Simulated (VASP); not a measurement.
# Ir (P6_3/mmc) in VASP: further runs

Runs on Ir. Level: r2SCAN. Tasks: single point.

Everything below comes from runs of VASP 6.6.1. Logs are shortened: lines on timing, memory, paths and dates and some standing lists are left out, and cuts for length are marked.

## Step 1: The crystal as given

It takes space group P6_3/mmc (No. 194, hexagonal). The conventional cell has a = 2.729 Å, b = 2.729 Å, c = 4.422 Å, α = 90.00°, β = 90.00°, γ = 120.00°. Ir (site symmetry -6m2) is surrounded by 12 Ir at 2.72 to 2.73 Å.

This isn't the form of Ir at room conditions, which is fcc.

## Step 2: Single point, r2SCAN

Input file POSCAR:

```
Ir
1.0
    2.7292116485      0.0000000000      0.0000000000
   -1.3646058242      2.3635666199      0.0000000000
    0.0000000000      0.0000000000      4.4220171842
Ir
2
Direct
    0.6666666667      0.3333333333      0.7500000000
    0.3333333333      0.6666666667      0.2500000000
```

Input file INCAR.step1:

```
SYSTEM = Ir
ALGO = Normal
EDIFF = 1E-4
ENCUT = 520
GGA = PE
ISMEAR = 0
LASPH = .TRUE.
LCHARG = .FALSE.
LREAL = .FALSE.
LWAVE = .TRUE.
NBANDS = 16
NELM = 100
PREC = Accurate
SIGMA = 0.1
```

Input file INCAR.step2:

```
SYSTEM = Ir
ALGO = Normal
EDIFF = 1E-7
ENCUT = 520
ISIF = 2
ISMEAR = 0
ISTART = 1
LASPH = .TRUE.
LCHARG = .FALSE.
LMIXTAU = .TRUE.
LREAL = .FALSE.
LWAVE = .FALSE.
METAGGA = R2SCAN
NBANDS = 16
NELM = 100
PREC = Accurate
SIGMA = 0.1
```

Input file KPOINTS:

```
k-points
0
G
  18 18 10
  0 0 0
```

Potentials or basis: VASP PAW PBE potentials, release 64 (Ir).

Launch:

```console
$ cat potpaw_PBE.64/Ir/POTCAR > POTCAR
$ cp INCAR.step1 INCAR
$ mpirun -np 1 vasp_std > vasp.out
$ cp INCAR.step2 INCAR
$ mpirun -np 1 vasp_std > vasp.out
```

OUTCAR:

```text
SYSTEM = Ir
   EDIFF = 1E-7
   ENCUT = 520
   ISIF = 2
   ISMEAR = 0
   ISTART = 1
   LASPH = .TRUE.
   LREAL = .FALSE.
   METAGGA = R2SCAN
   NELM = 100
   PREC = Accurate

 ion  position               nearest neighbor table
   1  0.667  0.333  0.750-   2 2.72   2 2.72   2 2.72   2 2.72   2 2.72   2 2.72
   2  0.333  0.667  0.250-   1 2.72   1 2.72   1 2.72   1 2.72   1 2.72   1 2.72

  LATTYP: Found a hexagonal cell.
 ALAT       =     2.7292116485
 C/A-ratio  =     1.6202544008

  Lattice vectors:

 A1 = (   2.7292116485,   0.0000000000,   0.0000000000)
 A2 = (  -1.3646058242,   2.3635666199,   0.0000000000)
 A3 = (   0.0000000000,   0.0000000000,   4.4220171842)

Analysis of symmetry for initial positions (statically):
=====================================================================
 Subroutine PRICEL returns:
 Original cell was already a primitive cell.

 Routine SETGRP: Setting up the symmetry group for a
 hexagonal supercell.

 Subroutine GETGRP returns: Found 24 space group operations
 (whereof 12 operations were pure point group operations)
 out of a pool of 24 trial point group operations.

The static configuration has the point symmetry D_3d.
 The point group associated with its full space group is D_6h.

Analysis of symmetry for dynamics (positions and initial velocities):
=====================================================================
 Subroutine PRICEL returns:
 Original cell was already a primitive cell.

 Routine SETGRP: Setting up the symmetry group for a
 hexagonal supercell.

 Subroutine GETGRP returns: Found 24 space group operations
 (whereof 12 operations were pure point group operations)
 out of a pool of 24 trial point group operations.

The dynamic configuration has the point symmetry D_3d.
 The point group associated with its full space group is D_6h.

 Subroutine INISYM returns: Found 24 space group operations
 (whereof 12 operations are pure point group operations),
 and found     1 'primitive' translations

----------------------------------------------------------------------------------------

                                     Primitive cell

  volume of cell :      28.5250

  direct lattice vectors                    reciprocal lattice vectors
     2.729211649  0.000000000  0.000000000     0.366406175  0.211544704  0.000000000
    -1.364605824  2.363566620  0.000000000     0.000000000  0.423089407  0.000000000
     0.000000000  0.000000000  4.422017184     0.000000000  0.000000000  0.226141138

  length of vectors
     2.729211649  2.729211648  4.422017184     0.423089407  0.423089407  0.226141138

  position of ions in fractional coordinates (direct lattice)
     0.666666667  0.333333333  0.750000000
     0.333333333  0.666666667  0.250000000

  ion indices of the primitive-cell ions
   primitive index   ion index
                 1           1
                 2           2

----------------------------------------------------------------------------------------

 KPOINTS: k-points

Automatic generation of k-mesh.
 Grid dimensions read from file:
 generate k-points for:   18   18   10

 Generating k-lattice:

  Cartesian coordinates                     Fractional coordinates (reciprocal lattice)
     0.020355899  0.011752484  0.000000000     0.055555556  0.000000000  0.000000000
     0.000000000  0.023504967  0.000000000     0.000000000  0.055555556  0.000000000
     0.000000000  0.000000000  0.022614114     0.000000000  0.000000000  0.100000000

  Length of vectors
     0.023504967  0.023504967  0.022614114

  Shift w.r.t. Gamma in fractional coordinates (k-lattice)
     0.000000000  0.000000000  0.000000000

 Subroutine IBZKPT returns following result:
 ===========================================

 Found    222 irreducible k-points:

 Following reciprocal coordinates:
            Coordinates               Weight
  0.000000  0.000000  0.000000      1.000000
  0.055556  0.000000  0.000000      6.000000
  0.111111  0.000000  0.000000      6.000000
  0.166667 -0.000000  0.000000      6.000000
  0.222222 -0.000000  0.000000      6.000000
  0.277778  0.000000  0.000000      6.000000
[... 16 lines left out ...]
  0.333333  0.111111  0.000000     12.000000
  0.388889  0.111111  0.000000     12.000000
 [... further k-points ...]
   k-points           NKPTS =    222   k-points in BZ     NKDIM =    222   number of bands    NBANDS=     16
   number of dos      NEDOS =    301   number of ions     NIONS =      2
   total plane-waves  NPLWV =  14400
   dimension x,y,z NGX =    20 NGY =   20 NGZ =   36
   dimension x,y,z NGXF=    40 NGYF=   40 NGZF=   72
   ions per type =               2
   NGX,Y,Z   is equivalent  to a cutoff of  12.18, 12.18, 13.53 a.u.
   NGXF,Y,Z  is equivalent  to a cutoff of  24.37, 24.37, 27.07 a.u.
 SYSTEM =  Ir
   PREC   = accura    normal or accurate (medium, high low for compatibility)
   ISTART =      1    job   : 0-new  1-cont  2-samecut
   ICHARG =      0    charge: 1-file 2-atom 10-const
   ISPIN  =      1    spin polarized calculation?
   LNONCOLLINEAR =      F non collinear calculations
   LSORBIT =      F    spin-orbit coupling
   LASPH  =      T    aspherical Exc in radial PAW
   ENCUT  =  520.0 eV  38.22 Ry    6.18 a.u.   5.07  5.07  8.22*2*pi/ulx,y,z
   NELM   =    100;   NELMIN=  2; NELMDL=  0     # of ELM steps
   EDIFF  = 0.1E-06   stopping-criterion for ELM
   LREAL  =      F    real-space projection
   EDIFFG = 0.1E-05   stopping-criterion for IOM
   NSW    =      0    number of steps for IOM
   IBRION =     -1    ionic relax: 0-MD 1-quasi-New 2-CG
   NFREE  =      0    steps in history (QN), initial steepest desc. (CG)
   ISIF   =      2    stress and relaxation
   ISYM   =      2    0-nonsym 1-usesym 2-fastsym
   POTIM  = 0.5000    time-step for ionic-motion
   TEBEG  =    0.0;   TEEND  =   0.0 temperature during run
   PSTRESS=    0.0 pullay stress
   NELECT =      18.0000    total number of electrons
   NUPDOWN=      -1.0000    fix difference up-down
   EMIN   =  10.00;   EMAX   =-10.00  energy-range for DOS
   EFERMI =   0.00;   METHOD = LEGACY
   ISMEAR =     0;   SIGMA  =   0.10  broadening in eV -4-tet -1-fermi 0-gaus
   EFERMI_NEDOS =   21; number of points for ismear=-14 and -15
   IALGO  =     38    algorithm
   IMIX   =      4    mixing-type and parameters
     AMIX     =   0.40;   BMIX     =  1.00
     AMIX_MAG =   1.60;   BMIX_MAG =  1.00
  volume/ion in A,a.u.               =      14.26        96.25
  Fermi-wavevector in a.u.,A,eV,Ry     =   1.404183  2.653522 26.827029  1.971731
  Thomas-Fermi vector in A             =   2.526771
   LORBIT       =      0    0 simple, 1 ext, 2 COOP (PROOUT), +10 PAW based schemes
   METAGGA = R2SCAN    functional components
   LHFCALC =     F    Hartree Fock is set to
   AEXX    =    0.0000 exact exchange contribution
   IVDW    =     0    specifies the selected vdW correction
   LEPSILON=     F    determine dielectric tensor
   LRPA    =     F    only Hartree local field effects (RPA)
 non-spin polarized calculation
 Gauss-broadening in eV      SIGMA  =   0.10
  energy-cutoff  :      520.00
  volume of cell :       28.52
 maximum number of plane-waves:       785
   NGX = 11   NGY = 11   NGZ = 17

 number of electron      18.0000000 magnetization

 Free energy of the ion-electron system (eV)
  ---------------------------------------------------
  ext. energy  EPLUGINS =         0.00000000
  ---------------------------------------------------
  free energy    TOTEN  =      -104.56142208 eV

  energy without entropy =     -104.55165224  energy(sigma->0) =     -104.55653716

 E-fermi :  10.1831     XC(G=0): -15.2800

 val. band max:       10.1761497544   @ k =   0.3889  -0.0000   0.0000
 cond. band min:      10.1878892160   @ k =   0.3333   0.3333   0.1000
 fundamental gap:      0.0117394616
 Fermi energy:        10.1831429598

 k-point     1 :       0.0000    0.0000    0.0000
  band No.  band energies     occupation
      1      -1.4084      2.00000
      2       1.7269      2.00000
      3       6.1216      2.00000
      4       6.2153      2.00000
      5       6.2153      2.00000
      6       6.8894      2.00000
[... 8 lines left out ...]
     15      27.4916      0.00000
     16      28.5399      0.00000

 k-point     2 :       0.0556    0.0000    0.0000
  band No.  band energies     occupation
      1      -1.2826      2.00000
      2       1.8392      2.00000
      3       5.8695      2.00000
      4       6.3206      2.00000
      5       6.4411      2.00000
      6       6.8201      2.00000
[... 8 lines left out ...]
     15      27.6561      0.00000
     16      28.7335      0.00000

 k-point     3 :       0.1111    0.0000    0.0000
  band No.  band energies     occupation
      1      -0.9152      2.00000
      2       2.1542      2.00000
      3       5.5296      2.00000
      4       6.5720      2.00000
      5       6.6318      2.00000
      6       6.8040      2.00000
[... 8 lines left out ...]
     15      28.0921      0.00000
     16      29.0925      0.00000

 k-point     4 :       0.1667   -0.0000    0.0000
  band No.  band energies     occupation
      1      -0.3384      2.00000
      2       2.5899      2.00000
      3       5.2001      2.00000
      4       6.0991      2.00000
      5       6.3312      2.00000
      6       7.1180      2.00000
[... 8 lines left out ...]
     15      28.3952      0.00000
     16      28.8018      0.00000
[... 324 lines left out ...]
 k-point    22 :       0.2778    0.1111    0.0000
  band No.  band energies     occupation
      1       2.1486      2.00000
      2       3.1838      2.00000
      3       3.8323      2.00000
      4       5.0641      2.00000
      5       5.9107      2.00000
      6       6.4313      2.00000
[... 8 lines left out ...]
     15      22.9442      0.00000
     16      26.1365      0.00000

 k-point    23 :       0.3333    0.1111    0.0000
  band No.  band energies     occupation
      1       2.5710      2.00000
      2       2.9548      2.00000
      3       3.4269      2.00000
      4       5.5377      2.00000
      5       5.8166      2.00000
      6       6.6690      2.00000
[... 8 lines left out ...]
     15      21.6611      0.00000
     16      25.5859      0.00000

 k-point    24 :       0.3889    0.1111    0.0000
  band No.  band energies     occupation
      1       2.7311      2.00000
      2       2.8165      2.00000
      3       3.1786      2.00000
      4       5.7852      2.00000
      5       6.0119      2.00000
      6       6.4698      2.00000
[... 8 lines left out ...]
     15      21.1784      0.00000
     16      24.1156      0.00000

 [... further k-points ...]

------------------------ aborting loop because EDIFF is reached ----------------------------------------

  FORCE on cell =-STRESS in cart. coord.  units (eV):
  Direction    XX          YY          ZZ          XY          YZ          ZX
  --------------------------------------------------------------------------------------
  -------------------------------------------------------------------------------------
  Total        0.4302358      0.4302358      0.4556503      0.0000000      0.0000000      0.0000000
  in kB       24.1652676     24.1652676     25.5927391      0.0000000      0.0000000      0.0000000
  external PRESSURE =      24.6410914 kB  Pullay stress =       0.0000000 kB

 VOLUME and BASIS-vectors are now :
 -----------------------------------------------------------------------------
  energy-cutoff  :      520.00
  volume of cell :       28.52
      direct lattice vectors                 reciprocal lattice vectors
     2.729211649  0.000000000  0.000000000     0.366406175  0.211544704  0.000000000
    -1.364605824  2.363566620  0.000000000     0.000000000  0.423089407  0.000000000
     0.000000000  0.000000000  4.422017184     0.000000000  0.000000000  0.226141138

 POSITION                                       TOTAL-FORCE (eV/Angst)
 -----------------------------------------------------------------------------------
      1.36461      0.78786      3.31651         0.000000      0.000000      0.000000
     -0.00000      1.57571      1.10550        -0.000000      0.000000      0.000000
 -----------------------------------------------------------------------------------
    total drift:                               -0.000000      0.000000     -0.000000

  FREE ENERGIE OF THE ION-ELECTRON SYSTEM (eV)
  ---------------------------------------------------
  free  energy   TOTEN  =      -104.5614220797 eV

  energy  without entropy=     -104.5516522430  energy(sigma->0) =     -104.55653716
```

Wall time 3.3 min (1 thread of AMD EPYC 9R45 (Zen 5), shared host); peak memory 0.18 GiB.

Results:

| Item | Value |
| --- | --- |
| Free energy | -104.5614 eV |
| Pressure | 2.5 GPa |
| Band gap on the k mesh | none (metal or under the smearing width) |

Stress tensor (GPa, compression positive):
```
2.42 0.00 0.00
0.00 2.42 0.00
0.00 0.00 2.56
```

Levels at points of the mesh, in eV from the Fermi level:
```
           k point  band 6  band 7  band 8  band 9  band 10  band 11  band 12  band 13
(0.00, 0.00, 0.00)   -3.29   -3.29   -2.49   -2.49    -0.77     0.26     0.26     7.40
(0.50, 0.00, 0.00)   -3.54   -3.08    0.71    0.97     1.14     3.05     4.58     8.66
(0.00, 0.00, 0.50)   -4.10   -4.10   -4.10   -0.51    -0.51    -0.51    -0.51    14.39
(0.50, 0.00, 0.50)   -2.22   -0.98   -0.98    0.97     0.97     2.09     2.09     8.02
```

Caveat: the PAW data sets were made with another functional, which shifts forces and pressure a little. Spin-orbit coupling is left out, which matters for the levels of Ir.

[end of part 1 of 2]
